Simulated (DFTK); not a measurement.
Runs of DFTK 0.8.2 on Ge. Symmetry: Fd-3m, No. 227, cubic system. Conventional cell: a = 5.658 Å, b = 5.658 Å, c = 5.658 Å, α = 90.00°, β = 90.00°, γ = 90.00°. Around Ge (site symmetry -43m) lie 4 Ge at 2.45 Å. 

```csv
task,level,potentials or basis,cell,k mesh,cutoff (eV),valence electrons,SCF solver,mesh quality,gap on the mesh (eV),pressure (GPa)
band structure,BJ06,"cp2k.nc.sr.pbe.v0_1.semicore.gth (PBE, GTH)",as given,8 × 8 × 8,789,Ge 4,-,not flagged,0.66,-
band structure,BJ06,"cp2k.nc.sr.pbe.v0_1.semicore.gth (PBE, GTH)",as given,8 × 8 × 8,1061,Ge 4,-,not flagged,0.66,-
single point,PBEsol,dojo.nc.sr.pbesol.v0_4_1.standard.upf (PBEsol),"atoms moved at random, drawn with an rms of 0.05 Å",8 × 8 × 8,1061,Ge 14,-,not flagged,none,0.8
band structure,TASK,"in-house norm-conserving set (r2SCAN, scalar relativistic)",as given,5 × 5 × 5,1225,Ge 14,ScfAndersonSolver,not flagged,(a),5.5
```

Alike in all rows: no spin polarisation; smearing fermi-dirac 0.05 eV.

**Question.** Estimate the missing entries.

**Answer.** (a) 0.71.

Caveats: the potentials were made for another functional, which shifts forces and pressure (some runs); the program leaves the constant c of mgga_x_tb09 at 1, so the potential is Becke-Johnson's (BJ06) and not Tran and Blaha's, with levels but no total energy (some runs); GTH potentials come without recommended cutoffs, and this one wasn't checked for convergence (some runs); the program warned that the kinetic-energy density falls under its von Weizsäcker bound, which can give unphysical results (some runs).

A k mesh can miss the band edges, and the runs leave out spin-orbit coupling on Ge.

A gap of «none» marks a metal or a gap under the smearing width.

Runs at the PBE level aren't shown here.
